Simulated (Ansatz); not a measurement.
# NaCl: strain and displacement

```
CELL_PARAMETERS angstrom
2.86000 0.00000 0.00000
0.00000 2.86000 0.00000
0.00000 0.00000 2.86000
ATOMIC_POSITIONS crystal
Na 0.00000 0.00000 0.00000
Cl 0.50000 0.50000 0.50000
```

Atom numbers follow the list: Na1, Cl2.

The cell comes from COD entry 2104025, which wasn't checked; take it as a given geometry.

These are results of DFT, PBEsol, all-electron LAPW, scalar-relativistic (Ansatz 0.2.0), not measurements.

Numerical set-up: a Γ-centred 9×9×9 k mesh, Fermi–Dirac smearing of 0.03 eV, basis error target 0.5 meV/atom, no spin polarisation.

The unchanged cell is at 59.4 GPa.

Semilocal functionals give too small gaps.

x, y and z are the Cartesian axes of the cell as listed; fractional coordinates follow a strain, and an engineering shear is twice the off-diagonal strain component.

**Question.** One change gave: energy change +1 meV/atom; stress change (xx, yy, zz, yz, xz, xy) 0.05, 0.05, 0.05, 0.75, 0.75, 0.75 GPa, compression positive; gap on the k mesh 4.50 → 4.50 eV. Which change was it?
A. equal xy, yz and zx engineering shear strains of -1 %
B. equal xy, yz and zx engineering shear strains of +2 %
C. equal xy, yz and zx engineering shear strains of +1 %
D. equal xy, yz and zx engineering shear strains of -2 %

**Answer.** A. For equal xy, yz and zx engineering shear strains of -2 %: energy change +5 meV/atom; stress change (xx, yy, zz, yz, xz, xy) 0.21, 0.21, 0.21, 1.61, 1.61, 1.61 GPa, compression positive; gap on the k mesh 4.50 → 4.50 eV. For equal xy, yz and zx engineering shear strains of +1 %: energy change +1 meV/atom; stress change (xx, yy, zz, yz, xz, xy) 0.05, 0.05, 0.05, -0.66, -0.66, -0.66 GPa, compression positive; gap on the k mesh 4.50 → 4.50 eV. For equal xy, yz and zx engineering shear strains of +2 %: energy change +4 meV/atom; stress change (xx, yy, zz, yz, xz, xy) 0.19, 0.19, 0.19, -1.23, -1.23, -1.23 GPa, compression positive; gap on the k mesh 4.50 → 4.50 eV.
